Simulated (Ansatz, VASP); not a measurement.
**SnSe in VASP and in Ansatz**

```
Sn Se
1.0
     0.00000    3.00211    3.00211
     3.00211    0.00000    3.00211
     3.00211    3.00211    0.00000
Sn Se
1 1
Direct
  0.00000 0.00000 0.00000
  0.50000 0.50000 0.50000
```

The cell was built by a generator and needn't be a form met in nature.

Alike in both runs: task single point; functional HSE06; k mesh 4 × 4 × 4; no spin polarisation.

|  | VASP | Ansatz |
| --- | --- | --- |
| version | VASP 6.6.1 | Ansatz 0.2.0 |
| potentials or method | VASP PAW PBE potentials, release 64 (Sn_d, Se) | plane waves, PAW |
| plane-wave cutoff (eV) | 520 | 420 |
| occupations | gaussian, width 0.01 eV | fixed |
| valence electrons in the cell | 20 | 30 |

```tsv
	VASP	Ansatz	Ansatz less VASP
gap on the k mesh at the Fermi level (eV)	0.52	0.53	+0.009
pressure (GPa)	-1.5	-1.4	+0.07
```

The two sets of potentials don't hold the same shells in valence. Ansatz warned: «stress_exchange_threshold_loose».

Caveats: the k mesh is coarse (spacing up to 0.45 Å⁻¹), so the values aren't converged, least of all with exact exchange; the PAW data sets were made with another functional, which shifts forces and pressure a little (VASP); spin-orbit coupling is left out, which moves the levels of the heavy elements. A k mesh can miss the band edges.
